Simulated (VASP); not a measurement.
A run of VASP 6.6.1:

File INCAR:

```
PREC = Accurate
ENCUT = 600
EDIFF = 1E-7
ISMEAR = 0
SIGMA = 0.03
LREAL = False
LASPH = True
NELM = 80
ALGO = Normal
ISIF = 3
LWAVE = False
LCHARG = False
METAGGA = R2SCAN
LMIXTAU = True
IBRION = 2
NSW = 90
EDIFFG = -0.005
PSTRESS = 940.0
```

KPOINTS

```
Automatic mesh
0
Gamma
  15 15 13
```

The input POSCAR:

```
Se                                      
1.0
    1.9441312625      1.1224447078      1.0023661199
   -1.9441312625      1.1224447078      1.0023661199
   -0.0000000000     -2.2448894157      1.0023661199
  Se            
     1
Direct
     0.0000000000000000    0.0000000000000000    0.0000000000000000
```

Potentials or basis: VASP PAW PBE potentials, release 64 (Se).

The run is started by

```sh
$ cat potpaw_PBE.64/Se/POTCAR > POTCAR
$ mpirun -np 1 vasp_std > vasp.out
```

Hardware: 1 thread of Intel(R) Xeon(R) Platinum 8488C (Sapphire Rapids), with other jobs on the host.

Q: How long does it take, and how much memory?

A: It took 4.7 min on 1 thread of Intel(R) Xeon(R) Platinum 8488C (Sapphire Rapids) (shared host), peak memory 0.21 GiB. Counts: scf iterations 19, k points 784, ion steps 1.
